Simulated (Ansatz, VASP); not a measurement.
**One calculation of AgCl, two programs**

```
Ag Cl
1.0
    -2.39525    2.39525    1.30754
     2.39525   -2.39525    1.30754
     2.39525    2.39525   -1.30754
Ag Cl
1 1
Direct
  0.00000 0.00000 0.00000
  0.25000 0.75000 0.50000
```

Alike in both runs: task relaxation of cell and atoms; functional PBE; k mesh 8 × 8 × 8; occupations gaussian, width 0.1 eV; no spin polarisation.

```csv
,VASP,Ansatz
version,VASP 6.6.1,Ansatz 0.2.0
potentials or method,"VASP PAW PBE potentials, release 64 (Ag, Cl)","scalar-relativistic, plane waves, PAW"
plane-wave cutoff (eV),600,420
valence electrons in the cell,18,26
```

Ansatz gave:

| Property | Result |
| --- | --- |
| gap on the k mesh at the Fermi level, each at its own relaxed structure (eV) | 1.23 |
| relaxed volume (Å³/atom) | 27.43 |
| relaxed cell length with the largest relative difference (Å) | 4.187 |
| energy change over the relaxation (meV/atom) | -847 |

Problem. What did VASP give for the same quantities?

Solution. gap on the k mesh at the Fermi level, each at its own relaxed structure (eV): 1.16; relaxed volume (Å³/atom): 23.96; relaxed cell length with the largest relative difference (Å): 3.991; energy change over the relaxation (meV/atom): -802.

One of these differences is far larger than is usual between the two programs; its cause wasn't traced. The two sets of potentials don't hold the same shells in valence.

Caveats: the volume moved by over 15 % at a fixed basis, so the end points are rough (VASP). Expect the measured gap to be larger: semilocal functionals such as PBE lack the derivative discontinuity. A k mesh can miss the band edges.
